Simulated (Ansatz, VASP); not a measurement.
Two plane-wave programs on MnS

The input INCAR:

```
  PREC = Accurate
  ENCUT = 520
  EDIFF = 1E-7
  ISMEAR = 1
  SIGMA = 0.1
  LREAL = False
  LASPH = True
  NELM = 150
  ALGO = Normal
  ISIF = 2
  LWAVE = False
  LCHARG = False
  ISPIN = 2
  MAGMOM = 4 0
  LORBIT = 11
  LMAXMIX = 4
  GGA = CA
  NBANDS = 20
```

File KPOINTS:

```
regular mesh
0
Gamma
  6 6 6
```

File POSCAR:

```
MnS
1.0
    3.0990400000      0.0000000000      0.0000000000
    0.0000000000      3.0990400000      0.0000000000
    0.0000000000      0.0000000000      3.0990400000
Mn S
1 1
Direct
    0.5000000000      0.5000000000      0.5000000000
    0.0000000000      0.0000000000      0.0000000000
```

Input for Ansatz:

```yaml
crystal:
  lattice:
    - [3.09904, 0.0, 0.0]
    - [0.0, 3.09904, 0.0]
    - [0.0, 0.0, 3.09904]
  atoms:
    - { symbol: Mn, position: [0.5, 0.5, 0.5] }
    - { symbol: S, position: [0.0, 0.0, 0.0] }
basis:
  ecutwfc: 550.0
kpoints:
  mp_grid:
    grid: [6, 6, 6]
hamiltonian:
  xc: lda
magnetization:
  spin_polarized: true
  per_species:
    Mn: 4.0
scf:
  occupations:
    method: methfessel_paxton
```

Measurements of this composition are mostly on another form, of space group No. 225.

Alike in both runs: task single point; functional LDA; k mesh 6 × 6 × 6; collinear spin.

|  | VASP | Ansatz |
| --- | --- | --- |
| version | VASP 6.6.1 | Ansatz 0.2.0 |
| potentials or method | VASP PAW LDA potentials, release 64 (Mn_pv, S) | plane waves, PAW |
| plane-wave cutoff (eV) | 520 | 550 |
| occupations | methfessel-paxton of order 1, width 0.1 eV | methfessel-paxton of order 1 |
| valence electrons in the cell | 19 | 21 |

|  | VASP | Ansatz | Ansatz less VASP |
| --- | --- | --- | --- |
| net moment per atom (μB) | 1.63 | 1.63 | 0.000 |
| size of the moment on the site where the two differ most (μB) | 0.09 | 0.11 | +0.020 |

Site moments also hang on the region over which each program counts them. The two sets of potentials don't hold the same shells in valence. Ansatz warned: «stability_check_not_made».

Caveats: a cell with one magnetic atom can't hold antiferromagnetic order, which such compounds often take.
